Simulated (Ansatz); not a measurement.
SiRu:

```
Ru Si
1.0
     4.70860    0.00000    0.00000
     0.00000    4.70860    0.00000
     0.00000    0.00000    4.70860
Ru Si
4 4
Direct
  0.12941 0.12941 0.12941
  0.37059 0.87059 0.62941
  0.62941 0.37059 0.87059
  0.87059 0.62941 0.37059
  0.83758 0.83758 0.83758
  0.66242 0.16242 0.33758
  0.33758 0.66242 0.16242
  0.16242 0.33758 0.66242
```

The cell comes from a database or a generator and needn't be the stable form of this composition.

Program: Ansatz 0.2.0. Alike in all runs: task band structure; potentials or basis Ansatz PAW; no spin polarisation; cell as given; k mesh 6 × 6 × 6.

Problem. Order these runs on this cell by their pressure, lowest first.
A. level LDA; cutoff (eV) 420; smearing fixed; level lda; run kind scf
B. level PBE; cutoff (eV) 420; smearing fermi-dirac 0.05 eV; points for each segment of the path 10
C. level PBEsol; cutoff (eV) 420; smearing fixed; level pbesol; run kind scf
D. level r2SCAN; cutoff (eV) 500; smearing fixed; level r2scan; run kind scf

Solution. A (-6.9 GPa), C (-2.5 GPa), D (-0.6 GPa), B (4.3 GPa).

Caveats: the PAW data sets come from PBE, with cores solved anew for the run's functional, which leaves a small shift of forces and pressure (some runs).

Not every run made on this cell is shown here.
